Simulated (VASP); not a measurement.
# Fe in VASP: a series of runs

The runs below take Fe through single point, relaxation of the atoms, with PBE.

Everything below comes from runs of VASP 6.6.1. Logs are shortened: lines on timing, memory, paths and dates and some standing lists are left out, and cuts for length are marked.

## 1. The slab as given

The cell holds a slab with vacuum, 3 atoms: a = 2.450 Å, b = 2.450 Å, c = 19.001 Å, α = 90.00°, β = 90.00°, γ = 109.47°.

The slab is cut from a database's or a generator's crystal, which needn't be the stable form of the element.

## 2. Single point, PBE, collinear spin, ferromagnetic start

The input, INCAR:

```
ALGO = Normal
AMIX = 0.2
AMIX_MAG = 0.8
BMIX = 1E-4
BMIX_MAG = 1E-4
DIPOL = 0.5 0.5 0.500
EDIFF = 1E-6
ENCUT = 520
GGA = PE
ICORELEVEL = 1
IDIPOL = 3
ISIF = 2
ISMEAR = 1
ISPIN = 2
KPAR = 2
LASPH = T
LCHARG = F
LDIPOL = T
LMAXMIX = 4
LORBIT = 11
LREAL = F
LVACPOTAV = T
LVHAR = T
LWAVE = F
MAGMOM = 2.4 2.4 2.4
NELM = 150
PREC = Accurate
SIGMA = 0.1
```

The input, KPOINTS:

```
k-points
0
Gamma
  16 16 1
```

The input, POSCAR:

```
Fe
1.0
    2.4502145000      0.0000000000      0.0000000000
   -0.8167381700      2.3100843800      0.0000000000
    0.0000000000      0.0000000000     19.0011835200
Fe
3
Direct
    0.5000000000      0.5000000000      0.3947122600
    0.0000000000      0.0000000000      0.5000000000
    0.5000000000      0.5000000000      0.6052877400
```

Potentials or basis: VASP PAW PBE potentials, release 64 (Fe).

On the command line:

```
$ cat potpaw_PBE.64/Fe/POTCAR > POTCAR
$ mpirun -np 2 vasp_std > vasp.out
```

OUTCAR:

```text
AMIX = 0.2
   AMIX_MAG = 0.8
   EDIFF = 1E-6
   ENCUT = 520
   GGA = PE
   ISIF = 2
   ISMEAR = 1
   ISPIN = 2
   LASPH = T
   LORBIT = 11
   LREAL = F
   NELM = 150
   PREC = Accurate

 ion  position               nearest neighbor table
   1  0.500  0.500  0.395-   2 2.45   2 2.45   2 2.83   2 2.83
   2  0.000  0.000  0.500-   1 2.45   3 2.45   1 2.45   3 2.45   1 2.83   3 2.83   1 2.83   3 2.83

   3  0.500  0.500  0.605-   2 2.45   2 2.45   2 2.83   2 2.83

  LATTYP: Found a base centered orthorhombic cell.
 ALAT       =     2.8292639968
 B/A-ratio  =     1.4142135652
 C/A-ratio  =     6.7159457519

  Lattice vectors:

 A1 = (   2.4502145000,   0.0000000000,   0.0000000000)
 A2 = (  -0.8167381700,   2.3100843800,   0.0000000000)
 A3 = (   0.0000000000,   0.0000000000,  19.0011835200)

Analysis of symmetry for initial positions (statically):
=====================================================================
 Subroutine PRICEL returns:
 Original cell was already a primitive cell.

 Routine SETGRP: Setting up the symmetry group for a
 base centered orthorhombic supercell.

 Subroutine GETGRP returns: Found  8 space group operations
 (whereof  8 operations were pure point group operations)
 out of a pool of  8 trial point group operations.

The static configuration has the point symmetry D_2h.

Analysis of symmetry for dynamics (positions and initial velocities):
=====================================================================
 Subroutine PRICEL returns:
 Original cell was already a primitive cell.

 Routine SETGRP: Setting up the symmetry group for a
 base centered orthorhombic supercell.

 Subroutine GETGRP returns: Found  8 space group operations
 (whereof  8 operations were pure point group operations)
 out of a pool of  8 trial point group operations.

The dynamic configuration has the point symmetry D_2h.

Analysis of structural, dynamic, and magnetic symmetry:
=====================================================================
 Subroutine PRICEL returns:
 Original cell was already a primitive cell.

 Routine SETGRP: Setting up the symmetry group for a
 base centered orthorhombic supercell.

 Subroutine GETGRP returns: Found  8 space group operations
 (whereof  8 operations were pure point group operations)
 out of a pool of  8 trial point group operations.

The overall configuration has the point symmetry D_2h.

 Subroutine INISYM returns: Found  8 space group operations
 (whereof  8 operations are pure point group operations),
 and found     1 'primitive' translations

[... 132 lines left out ...]
   NGX =  9   NGY =  9   NGZ = 71

 dipolmoment           0.000000      0.000000     -0.000000 electrons x Angstroem

 number of electron      23.9999984 magnetization       7.8398054

 dipolmoment           0.000000      0.000000      0.000000 electrons x Angstroem

 Free energy of the ion-electron system (eV)
  ---------------------------------------------------
  ext. energy  EPLUGINS =         0.00000000
  ---------------------------------------------------
  free energy    TOTEN  =       -22.98749188 eV

  energy without entropy =      -22.98760145  energy(sigma->0) =      -22.98752841

 the core state eigenenergies are
   1-  1s  -6992.9226  2s   -813.9718  2p   -692.7217  3s    -87.9151  3p    -53.9966

   2-  1s  -6992.8883  2s   -814.0260  2p   -692.7682  3s    -87.8957  3p    -53.9743

   3-  1s  -6992.9226  2s   -813.9718  2p   -692.7217  3s    -87.9151  3p    -53.9966

 E-fermi :  -1.2865     XC(G=0):  -5.2173

 val. band max:       -1.2870922332   @ k =   0.0625   0.0625   0.0000
 cond. band min:      -1.2850761663   @ k =  -0.3750   0.1875   0.0000
 fundamental gap:      0.0020160669
 Fermi energy:        -1.2864616305

 spin component 1

 k-point     1 :       0.0000    0.0000    0.0000
  band No.  band energies     occupation
      1      -9.0564      1.00000
      2      -7.2476      1.00000
      3      -6.2710      1.00000
      4      -4.5709      1.00000
      5      -4.1802      1.00000
      6      -3.8881      1.00000
[... 541 lines left out ...]
     19      -0.4891     -0.00000
     20       3.2344      0.00000

 [... further k-points ...]

 spin component 2

 k-point     1 :       0.0000    0.0000    0.0000
  band No.  band energies     occupation
      1      -8.7938      1.00000
      2      -6.7710      1.00000
      3      -5.0738      1.00000
      4      -2.5924      1.00000
      5      -2.1039      1.00000
      6      -1.6713      1.00000
[... 541 lines left out ...]
     19       1.2235      0.00000
     20       3.3381      0.00000

 [... further k-points ...]

------------------------ aborting loop because EDIFF is reached ----------------------------------------

  FORCE on cell =-STRESS in cart. coord.  units (eV):
  Direction    XX          YY          ZZ          XY          YZ          ZX
  --------------------------------------------------------------------------------------
  -------------------------------------------------------------------------------------
  Total       -0.3732008     -0.5711463      0.5206224     -0.2799371      0.0000000      0.0000000
  in kB       -5.5595616     -8.5083494      7.7556973     -4.1702156      0.0000000      0.0000000
  external PRESSURE =      -2.1040712 kB  Pullay stress =       0.0000000 kB

 VOLUME and BASIS-vectors are now :
 -----------------------------------------------------------------------------
  energy-cutoff  :      520.00
  volume of cell :      107.55
      direct lattice vectors                 reciprocal lattice vectors
     2.450214500  0.000000000  0.000000000     0.408127533  0.144294874  0.000000000
    -0.816738170  2.310084380  0.000000000     0.000000000  0.432884620  0.000000000
     0.000000000  0.000000000 19.001183520     0.000000000  0.000000000  0.052628301

 POSITION                                       TOTAL-FORCE (eV/Angst)
 -----------------------------------------------------------------------------------
      0.81674      1.15504      7.50000        -0.000000     -0.000000     -0.128380
      0.00000      0.00000      9.50059         0.000000      0.000000      0.000000
      0.81674      1.15504     11.50118        -0.000000      0.000000      0.128380
 -----------------------------------------------------------------------------------
    total drift:                                0.000000      0.000000      0.000000

  FREE ENERGIE OF THE ION-ELECTRON SYSTEM (eV)
  ---------------------------------------------------
  free  energy   TOTEN  =       -22.9874918816 eV

  energy  without entropy=      -22.9876014520  energy(sigma->0) =      -22.98752841

 vacuum level on the upper side and lower side of the slab         3.537         3.537

 total charge

# of ion       s       p       d       tot
------------------------------------------
    1        0.479   0.400   6.217   7.096
    2        0.485   0.530   6.264   7.278
    3        0.479   0.400   6.217   7.096
--------------------------------------------------
tot          1.442   1.331  18.697  21.470

 magnetization (x)

# of ion       s       p       d       tot
------------------------------------------
    1       -0.003  -0.011   2.649   2.635
    2       -0.016  -0.050   2.514   2.449
    3       -0.003  -0.011   2.649   2.635
--------------------------------------------------
tot         -0.022  -0.073   7.812   7.718
```

Run time: 2 min. Hardware: 2 MPI ranks of AMD EPYC 9R45 (Zen 5), shared host; peak memory 0.36 GiB.

Results:

```
Free energy                                           : -22.9875 eV
Largest force                                         : 0.128 eV/Å
Band gap on the k mesh                                : none (metal or under the smearing width)
Net moment                                            : 7.84 μB per cell
Site moments                                          : Fe +2.63, +2.45 μB
Valence electrons inside the program's atomic spheres : Fe 7.10, 7.28
Work function of the upper face                       : 4.82 eV
Work function of the lower face                       : 4.82 eV
```

Forces in eV/Å, atoms in the order of the input:
```
Fe   0.000  0.000 -0.128
Fe   0.000  0.000  0.000
Fe   0.000  0.000  0.128
```

Core levels (eV, on the scale of the bands):
```csv
atom,levels
1 Fe,"1s -6992.9, 2s -814.0, 2p -692.7, 3s -87.9, 3p -54.0"
2 Fe,"1s -6992.9, 2s -814.0, 2p -692.8, 3s -87.9, 3p -54.0"
3 Fe,"1s -6992.9, 2s -814.0, 2p -692.7, 3s -87.9, 3p -54.0"
```

## 3. Relaxation of the atoms, PBE, collinear spin, ferromagnetic start

The input, INCAR:

```
PREC     = Accurate       # precision mode
ENCUT    = 520            # plane-wave cutoff, eV
EDIFF    = 1E-6           # SCF threshold, eV
ISMEAR   = 1              # smearing method
SIGMA    = 0.1            # smearing width, eV
LREAL    = F              # projectors in reciprocal space
LASPH    = T              # aspherical terms in the spheres
NELM     = 150            # most SCF steps
ALGO     = Normal         # electronic algorithm
ISIF     = 2              # what is computed and relaxed
LWAVE    = F              # write WAVECAR
LCHARG   = F              # write CHGCAR
ISPIN    = 2              # spin polarisation
MAGMOM   = 2.4 2.4 2.4    # initial moments
LORBIT   = 11             # projections on sites
LMAXMIX  = 4              # l up to which the mixer works
LDIPOL   = T            
IDIPOL   = 3            
DIPOL    = 0.5 0.5 0.500
GGA      = PE             # functional
IBRION   = 2              # ionic algorithm
NSW      = 80             # ionic steps
EDIFFG   = -0.02          # ionic threshold
AMIX     = 0.2          
BMIX     = 1E-4         
AMIX_MAG = 0.8          
BMIX_MAG = 1E-4         
KPAR     = 2
```

The input, KPOINTS:

```
regular mesh
0
Gamma
  16 16 1
```

POSCAR is that of step 2.

Potentials or basis: VASP PAW PBE potentials, release 64 (Fe).

On the command line:

```
$ cat potpaw_PBE.64/Fe/POTCAR > POTCAR
$ mpirun -np 2 vasp_std > vasp.out
```

OUTCAR:

```text
PREC = Accurate
   ENCUT = 520
   EDIFF = 1E-6
   ISMEAR = 1
   LREAL = F
   LASPH = T
   NELM = 150
   ISIF = 2
   ISPIN = 2
   LORBIT = 11
   GGA = PE
   IBRION = 2
   NSW = 80
   EDIFFG = -0.02
   AMIX = 0.2
   AMIX_MAG = 0.8

 ion  position               nearest neighbor table
   1  0.500  0.500  0.395-   2 2.45   2 2.45   2 2.83   2 2.83
   2  0.000  0.000  0.500-   1 2.45   3 2.45   1 2.45   3 2.45   1 2.83   3 2.83   1 2.83   3 2.83

   3  0.500  0.500  0.605-   2 2.45   2 2.45   2 2.83   2 2.83

  LATTYP: Found a base centered orthorhombic cell.
 ALAT       =     2.8292639968
 B/A-ratio  =     1.4142135652
 C/A-ratio  =     6.7159457519

  Lattice vectors:

 A1 = (   2.4502145000,   0.0000000000,   0.0000000000)
 A2 = (  -0.8167381700,   2.3100843800,   0.0000000000)
 A3 = (   0.0000000000,   0.0000000000,  19.0011835200)

Analysis of symmetry for initial positions (statically):
=====================================================================
 Subroutine PRICEL returns:
 Original cell was already a primitive cell.

 Routine SETGRP: Setting up the symmetry group for a
 base centered orthorhombic supercell.

 Subroutine GETGRP returns: Found  8 space group operations
 (whereof  8 operations were pure point group operations)
 out of a pool of  8 trial point group operations.

The static configuration has the point symmetry D_2h.

[... 274 lines left out ...]
 spin component 1

 k-point     1 :       0.0000    0.0000    0.0000
  band No.  band energies     occupation
      1      -9.0144      1.00000
      2      -7.2395      1.00000
      3      -6.2454      1.00000
      4      -4.5384      1.00000
      5      -4.1703      1.00000
      6      -3.9013      1.00000
[... 541 lines left out ...]
     19      -0.5327     -0.00000
     20       3.2296      0.00000

 [... further k-points ...]

 spin component 2

 k-point     1 :       0.0000    0.0000    0.0000
  band No.  band energies     occupation
      1      -8.7562      1.00000
      2      -6.7686      1.00000
      3      -5.0609      1.00000
      4      -2.5579      1.00000
      5      -2.0985      1.00000
      6      -1.6901      1.00000
[... 544 lines left out ...]
 [... further k-points ...]

------------------------ aborting loop because EDIFF is reached ----------------------------------------

 vacuum level on the upper side and lower side of the slab       (xc-potential included)        -0.090        -0.090

  FORCE on cell =-STRESS in cart. coord.  units (eV):
  Direction    XX          YY          ZZ          XY          YZ          ZX
  --------------------------------------------------------------------------------------
  -------------------------------------------------------------------------------------
  Total       -0.5847689     -0.8039702      0.0002647     -0.3099975      0.0000000      0.0000000
  in kB       -8.7112853    -11.9767213      0.0039439     -4.6180239      0.0000000      0.0000000
  external PRESSURE =      -6.8946876 kB  Pullay stress =       0.0000000 kB
[... 18 lines left out ...]
  FREE ENERGIE OF THE ION-ELECTRON SYSTEM (eV)
  ---------------------------------------------------
  free  energy   TOTEN  =       -22.9902714842 eV

  energy  without entropy=      -22.9898807934  energy(sigma->0) =      -22.99014125

 reached required accuracy - stopping structural energy minimisation

 vacuum level on the upper side and lower side of the slab         3.453         3.453

 total charge

# of ion       s       p       d       tot
------------------------------------------
    1        0.477   0.396   6.212   7.085
    2        0.480   0.521   6.254   7.256
    3        0.477   0.396   6.212   7.085
--------------------------------------------------
tot          1.434   1.313  18.679  21.425

 magnetization (x)

# of ion       s       p       d       tot
------------------------------------------
    1       -0.003  -0.012   2.653   2.639
    2       -0.015  -0.051   2.530   2.464
    3       -0.003  -0.012   2.653   2.639
--------------------------------------------------
tot         -0.021  -0.074   7.836   7.742
```

OSZICAR:

```text
N       E                     dE             d eps       ncg     rms          rms(c)
DAV:   1     0.172485757010E+03    0.17249E+03   -0.96606E+03  5840   0.111E+03
DAV:   2    -0.170570253914E+02   -0.18954E+03   -0.17608E+03  5864   0.276E+02
[... 36 lines left out ...]
DAV:   2    -0.229993447176E+02   -0.20430E-01   -0.56602E-02  8856   0.448E+00    0.117E+00
DAV:   3    -0.229945509591E+02    0.47938E-02   -0.67957E-02  9252   0.576E+00    0.848E-01
DAV:   4    -0.229903135614E+02    0.42374E-02   -0.95371E-03  8688   0.225E+00    0.122E-01
DAV:   5    -0.229903223277E+02   -0.87663E-05   -0.64777E-04  8388   0.267E-01    0.877E-02
DAV:   6    -0.229902740863E+02    0.48241E-04   -0.23670E-04  7796   0.277E-01    0.440E-02
DAV:   7    -0.229902719821E+02    0.21042E-05   -0.14457E-05  7696   0.550E-02    0.241E-02
DAV:   8    -0.229902714842E+02    0.49792E-06   -0.34651E-06  5484   0.343E-02
   3 F= -.22990271E+02 E0= -.22990141E+02  d E =-.277960E-02  mag=     7.8571
```

CONTCAR:

```text
Fe
   1.00000000000000
     2.4502145000000000    0.0000000000000000    0.0000000000000000
    -0.8167381700000000    2.3100843800000002    0.0000000000000000
     0.0000000000000000    0.0000000000000000   19.0011835200000014
  Fe
     3
Direct
     0.5000000000000000    0.5000000000000000    0.3935714420863316
     0.0000000000000000    0.0000000000000000    0.5000000000000000
     0.5000000000000000    0.5000000000000000    0.6064285579136685

  0.00000000E+00  0.00000000E+00  0.00000000E+00
  0.00000000E+00  0.00000000E+00  0.00000000E+00
  0.00000000E+00  0.00000000E+00  0.00000000E+00
```

It took 3.2 min on 2 MPI ranks of AMD EPYC 9R45 (Zen 5), shared host; peak memory 0.36 GiB.

What came out:

| Property | Result |
| --- | --- |
| Free energy | -22.9903 eV |
| Energy gained by relaxing | 0.9 meV/atom |
| Ionic steps | 3 |
| Largest force after relaxing | 0.003 eV/Å |
| Band gap on the k mesh | none (metal or under the smearing width) |
| Net moment | 7.86 μB per cell |
| Site moments | Fe +2.64, +2.46 μB |
| Valence electrons inside the program's atomic spheres | Fe 7.08, 7.26 |

Forces in eV/Å, atoms in the order of the input:
```
Fe   0.000  0.000 -0.003
Fe   0.000  0.000  0.000
Fe   0.000  0.000  0.003
```

Step by step:
| step | energy change (eV) | largest force (eV/Å) | pressure (GPa) |
| --- | --- | --- | --- |
| 1 | 0.0000 | 0.1284 | -0.21 |
| 2 | -0.0014 | 0.0917 | -0.37 |
| 3 | -0.0028 | 0.0034 | -0.69 |

Final structure:
```
Fe
1.0
     2.45021    0.00000    0.00000
    -0.81674    2.31008    0.00000
     0.00000    0.00000   19.00118
Fe
3
Direct
  0.50000 0.50000 0.39357
  0.00000 0.00000 0.50000
  0.50000 0.50000 0.60643
```

Levels at points of the mesh, in eV from the Fermi level:
Spin up:
```
           k point  band 14  band 15  band 16  band 17  band 18  band 19
(0.00, 0.00, 0.00)    -1.11    -1.06    -0.97    -0.95    -0.20     0.24
(0.50, 0.00, 0.00)    -0.48    -0.20     0.97     1.59     2.05     5.73
(0.50, 0.50, 0.00)     0.24     0.32     1.64     4.31     7.39     7.43
```
Spin down:
```tsv
k point	band 5	band 6	band 7	band 8	band 9	band 10	band 11	band 12	band 13	band 14
(0.00, 0.00, 0.00)	-0.81	-0.41	-0.39	-0.22	-0.08	0.41	0.56	1.46	1.59	1.66
(0.50, 0.00, 0.00)	-1.32	-1.24	-0.67	0.29	1.26	1.60	1.67	1.73	1.87	2.18
(0.50, 0.50, 0.00)	-1.42	-0.83	0.51	0.73	1.20	1.34	1.96	2.10	2.28	2.62
```

## 4. Single point, PBE, collinear spin, ferromagnetic start

The input, INCAR:

```
ALGO = Normal
AMIX = 0.2
AMIX_MAG = 0.8
BMIX = 1E-4
BMIX_MAG = 1E-4
DIPOL = 0.5 0.5 0.500
EDIFF = 1E-6
ENCUT = 520
GGA = PE
ICORELEVEL = 1
IDIPOL = 3
ISIF = 2
ISMEAR = 1
ISPIN = 2
KPAR = 2
LASPH = T
LCHARG = F
LDIPOL = T
LMAXMIX = 4
LORBIT = 11
LREAL = F
LVACPOTAV = T
LVHAR = T
LWAVE = F
MAGMOM = 2.4 2.4 2.4
NELM = 150
PREC = Accurate
SIGMA = 0.1
```

The input, KPOINTS:

```
k-points
0
Gamma
  16 16 1
```

The input, POSCAR:

```
Fe                                      
1.0
    2.4502145000      0.0000000000      0.0000000000
   -0.8167381700      2.3100843800      0.0000000000
    0.0000000000      0.0000000000     19.0011835200
  Fe            
     3
Direct
     0.5000000000000000    0.5000000000000000    0.3935714420863316
     0.0000000000000000    0.0000000000000000    0.5000000000000000
     0.5000000000000000    0.5000000000000000    0.6064285579136685
```

On the command line:

```
$ cat potpaw_PBE.64/Fe/POTCAR > POTCAR
$ mpirun -np 2 vasp_std > vasp.out
```

It took 98 s on 2 MPI ranks of AMD EPYC 9R45 (Zen 5), shared host; peak memory 0.36 GiB.

Results (log left out):

* Free energy: -22.9903 eV
* Band gap on the k mesh: none (metal or under the smearing width)
* Net moment: 7.86 μB per cell
* Site moments: Fe +2.64, +2.46 μB
* Valence electrons inside the program's atomic spheres: Fe 7.08, 7.26
* Work function of the upper face: 4.82 eV
* Work function of the lower face: 4.82 eV

Forces on the atoms (eV/Å):
```
Fe   0.000  0.000 -0.003
Fe   0.000  0.000  0.000
Fe   0.000  0.000  0.003
```

Levels at points of the mesh, in eV from the Fermi level:
Spin up:
```tsv
k point	band 12	band 13	band 14	band 15	band 16	band 17	band 18	band 19	band 20
(0.00, 0.00, 0.00)	-1.22	-1.19	-1.11	-1.06	-0.97	-0.95	-0.20	0.24	4.37
(0.50, 0.00, 0.00)	-1.05	-0.66	-0.48	-0.20	0.97	1.59	2.05	5.73	5.91
(0.50, 0.50, 0.00)	-0.49	0.14	0.24	0.32	1.64	4.31	7.39	7.43	7.97
```
Spin down:
| k point | band 7 | band 8 | band 9 | band 10 | band 11 | band 12 |
| --- | --- | --- | --- | --- | --- | --- |
| (0.00, 0.00, 0.00) | -0.39 | -0.22 | -0.08 | 0.41 | 0.56 | 1.46 |
| (0.50, 0.00, 0.00) | -0.67 | 0.29 | 1.26 | 1.60 | 1.67 | 1.73 |
| (0.50, 0.50, 0.00) | 0.51 | 0.73 | 1.20 | 1.34 | 1.96 | 2.10 |

Core levels (eV, on the scale of the bands):
| atom | levels |
| --- | --- |
| 1 Fe | 1s -6992.9, 2s -814.0, 2p -692.7, 3s -87.9, 3p -54.0 |
| 2 Fe | 1s -6992.9, 2s -814.0, 2p -692.8, 3s -87.9, 3p -54.0 |
| 3 Fe | 1s -6992.9, 2s -814.0, 2p -692.7, 3s -87.9, 3p -54.0 |
